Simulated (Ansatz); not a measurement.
## C under changes of volume

One of the cells (5.672 Å³/atom); the others are scaled copies at fixed shape and fractional positions:

```
CELL_PARAMETERS angstrom
2.52210 0.00000 0.00000
-1.26105 2.18420 0.00000
0.00000 0.00000 12.35570
ATOMIC_POSITIONS crystal
C 0.66667 0.33333 0.35417
C 0.33333 0.66667 0.85417
C 0.66667 0.33333 0.14583
C 0.33333 0.66667 0.64583
C 0.66667 0.33333 0.47917
C 0.33333 0.66667 0.97917
C 0.66667 0.33333 0.02083
C 0.33333 0.66667 0.52083
C 0.00000 0.00000 0.81250
C 0.00000 0.00000 0.31250
C 0.00000 0.00000 0.68750
C 0.00000 0.00000 0.18750
```

This is a hexagonal form of diamond, not graphite.

```yaml
Program: Ansatz 0.2.0
Functional: PBE
Potentials_or_basis: Ansatz NC
Cutoff: "1116 eV (not typed: the program's choice for these potentials)"
k_mesh: 12 × 12 × 3
Occupations: fermi-dirac, width 0.05 eV
Spin: no spin polarisation
```

```csv
volume (Å³/atom),energy over the lowest point (meV/atom),pressure (GPa),gap on the mesh (eV),largest force (eV/Å)
5.332,35.28,32.6,4.56,0.368
5.445,16.19,21.5,4.50,0.355
5.559,4.66,11.3,4.45,0.343
5.672,0.00,2.0,4.39,0.331
5.786,1.60,-6.4,4.34,0.321
5.899,?,?,?,?
6.012,21.38,-21.1,4.24,0.301
```

Problem. What does the run at 5.899 Å³/atom give?

Solution. Energy over the lowest point 8.90 meV/atom; pressure -14.1 GPa; gap on the mesh 4.29 eV; largest force 0.310 eV/Å.

Worked out: A Birch-Murnaghan fit of order 3 (a polynomial in V^(-2/3)) to the other rows has its minimum at 5.70 Å³/atom with B0 = V·E''(V) = 435 GPa and B' = 3.7 at fixed shape and positions, which overstates the stiffness. It gives 8.92 meV/atom at 5.899 Å³/atom, against the run's 8.90, and -dE/dV = -14.1 GPa, against -14.1. A straight line through the other rows of the gap, of slope -2.66 eV per unit of ln V, gives 4.29 eV, against the run's 4.29.

Energies are extrapolated to zero smearing.

Caveats: odd divisions of the mesh miss points on the zone boundary, where band edges often lie, so the gap on the mesh can be too wide.

A mesh can miss the band edges.
